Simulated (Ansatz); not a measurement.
# Ge: response to strain

Aim: deform Ge (equal xy, yz and zx engineering shear strains of -2 %) and compute stress, forces and field gradients with LAPW, PAW and all-electron datasets made for the crystal.

Computed with Ansatz 0.2.0 (DFT PBEsol, scalar-relativistic, unless a step's input says otherwise).

## (1) The structure to begin with

Symmetry: P6_3/mmc, No. 194, hexagonal system. Conventional cell: a = 3.998 Å, b = 3.998 Å, c = 6.599 Å, α = 90.00°, β = 90.00°, γ = 120.00°. Ge (site symmetry 3m) has 4 Ge at 2.45 to 2.47 Å as nearest neighbours.

Coordinates:

```
CELL_PARAMETERS angstrom
3.99759 0.00000 0.00000
-1.99879 3.46201 0.00000
0.00000 0.00000 6.59938
ATOMIC_POSITIONS crystal
Ge 0.66667 0.33333 0.06290
Ge 0.33333 0.66667 0.56290
Ge 0.66667 0.33333 0.43710
Ge 0.33333 0.66667 0.93710
```

Atoms are numbered in the order of the input: Ge1, Ge2, Ge3, Ge4.

## (2) The deformed structure

Space group P6_3/mmc before, P-1 after.

## (3) All-electron LAPW

The input, input.yaml:

```yaml
crystal:
  lattice:
    - [3.9975858431, -0.0399758584, -0.0399758584]
    - [-2.0334130305, 3.4819988232, -0.0146321797]
    - [-0.0659937795, -0.0659937795, 6.59937795]
  atoms:
    - { symbol: Ge, position: [0.6666666667, 0.3333333333, 0.06290125] }
    - { symbol: Ge, position: [0.3333333333, 0.6666666667, 0.56290125] }
    - { symbol: Ge, position: [0.6666666667, 0.3333333333, 0.43709875] }
    - { symbol: Ge, position: [0.3333333333, 0.6666666667, 0.93709875] }
kpoints:
  mp_grid: { grid: [11, 11, 6] }
  band_path:
    path:
      - [0.0, 0.0, 0.0]
      - [0.0, 0.0, 0.5]
      - [-0.5, 0.5, 0.0]
      - [0.0, 0.0, 0.0]
      - [0.0, -0.5, 0.0]
      - [-0.5, 0.0, 0.5]
      - [0.0, 0.0, 0.0]
      - [-0.5, 0.0, 0.0]
      - [0.0, -0.5, 0.5]
    npoints: 5
scf:
  occupations: { method: fermi_dirac, width: 0.05 }
hamiltonian:
  xc: pbesol
  pseudopotentials: { kind: all_electron, lapw: { basis_error: 0.001 } }
output:
  forces: true
  stress: true
  eigenvalues: true
```

Command:

```bash
$ ansatz run input.yaml --threads 1 --pin off --max-ram 6144MiB --backend cpu --events-out ev --progress --plain --runs-dir out
```

## (4) PAW on the default files

Edit input.yaml of step 3 so:

```diff
@@ -12,14 +12,2 @@
   mp_grid: { grid: [11, 11, 6] }
-  band_path:
-    path:
-      - [0.0, 0.0, 0.0]
-      - [0.0, 0.0, 0.5]
-      - [-0.5, 0.5, 0.0]
-      - [0.0, 0.0, 0.0]
-      - [0.0, -0.5, 0.0]
-      - [-0.5, 0.0, 0.5]
-      - [0.0, 0.0, 0.0]
-      - [-0.5, 0.0, 0.0]
-      - [0.0, -0.5, 0.5]
-    npoints: 5
 scf:
@@ -28,3 +16,3 @@
   xc: pbesol
-  pseudopotentials: { kind: all_electron, lapw: { basis_error: 0.001 } }
+  pseudopotentials: { kind: paw }
 output:
@@ -33 +21,2 @@
   eigenvalues: true
+  efg: { contact_densities: true }
```

## (5) Datasets made for this crystal

Edit input.yaml of step 4 so:

```diff
@@ -16,3 +16,3 @@
   xc: pbesol
-  pseudopotentials: { kind: paw }
+  pseudopotentials: { kind: all_electron, datasets: crystal }
 output:
```

(Steps that only read results are left out.)

Q: Predict the outcome of this session. Wanted: pressure; largest shear or deviatoric stress.

The runs gave:

| quantity | value |
| --- | --- |
| pressure | LAPW 0.02, PAW 0.02, crystal datasets 0.01 GPa |
| largest shear or deviatoric stress (LAPW) | 1.37 GPa |

**Reading.** The largest part of the stress beyond the pressure is 1.37 GPa in size, in the xy component; the atoms are carried along and not relaxed. No run of the undeformed cell stands beside it, so the pressure holds what the given cell had before the change. PAW: stress within 0.01 GPa of LAPW, forces within 1 meV/Å. Crystal datasets: stress within 0.01 GPa of LAPW, forces within 1 meV/Å.
